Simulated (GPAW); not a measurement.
Write an ASE script for GPAW 26.7.0 that does the following.

```yaml
Task: band structure
Functional: LDA
Potentials_or_basis: the program's PAW data sets (release 1.2.1) made for this functional
Cutoff: 800 eV
Basis: pw
k_mesh: 8 × 8 × 7
Occupations: fermi-dirac, width 0.05 eV
Spin: no spin polarisation
Maxiter: 150
Band_path: GMKGALHA,LM,KH
Band_points: 80
```

The structure of CuO lies in CuO.xyz:

```xyz
2
Lattice="2.8363251093 0.0000000000 0.0000000000 -1.4181625547 2.4563295981 0.0000000000 0.0000000000 0.0000000000 2.7681127800" Properties=species:S:1:pos:R:3 pbc="T T T"
Cu     0.0000000000      0.0000000000      0.0000000000
O      1.4181625548      0.8187765326      1.3840563900
```

Measurements of this composition are mostly on another form, of space group No. 15.

These files were run (other wordings do the same):

run.py

```python
from ase.dft.bandgap import bandgap
from ase.io import read, write
from ase.units import GPa
from gpaw import GPAW, PW

atoms = read('CuO.xyz')

calc = GPAW(mode=PW(800),
            xc='LDA',
            kpts={'size': (8, 8, 7), 'gamma': True},
            occupations={'name': 'fermi-dirac', 'width': 0.05},
            nbands=19,
            convergence={'density': 1e-05, 'energy': 1e-05},
            maxiter=150,
            txt='gpaw.txt')
atoms.calc = calc
energy = atoms.get_potential_energy()
forces = atoms.get_forces()
stress = atoms.get_stress()
calc.write('gs.gpw')
write('result.traj', atoms)
print(f'Energy: {energy:.6f} eV')
print('Forces (eV/A):')
print(forces.round(4))
print('Stress (GPa):', (stress / GPa).round(3))
print('Fermi level:', round(calc.get_fermi_level(), 4), 'eV')
print(f'Gap: {bandgap(calc)[0]:.4f} eV, direct: {bandgap(calc, direct=True)[0]:.4f} eV')

path = atoms.cell.bandpath('GMKGALHA,LM,KH', npoints=80, eps=1e-4)
bs_calc = calc.fixed_density(kpts=path, symmetry='off', nbands=27,
                             convergence={'bands': 'CBM+6.0', 'eigenstates': 1e-6}, txt='bands.txt')
bs = bs_calc.band_structure()
bs.write('bs.json')
print(f'Gap on the path: {bandgap(bs_calc)[0]:.4f} eV')
```

Potentials or basis: the program's PAW data sets (release 1.2.1) made for this functional, pw.

Run with:

```console
$ OMP_NUM_THREADS=1 python run.py
```

It gave:

```
Pressure                : -15.4 GPa
Band gap along the path : none (metal or under the smearing width)
```

Caveat: with this Cu data set, volumes or pressures lay over 1.5 % or 2 GPa off other programs in two to four cells of ten; so large a pressure means that the cell lies far from this level's equilibrium, or that cutoff or potentials fall short; an odd number of electrons without spin polarisation forces a metal; a magnetic or distorted state may lie lower; the run has no spin polarisation, though such a crystal can be magnetic; semilocal functionals often make such compounds metallic where correlation or magnetic order opens a gap, which also shifts bond lengths.

It took 22 s on 1 thread of Arm Neoverse V2 (shared host), peak memory 0.22 GiB.
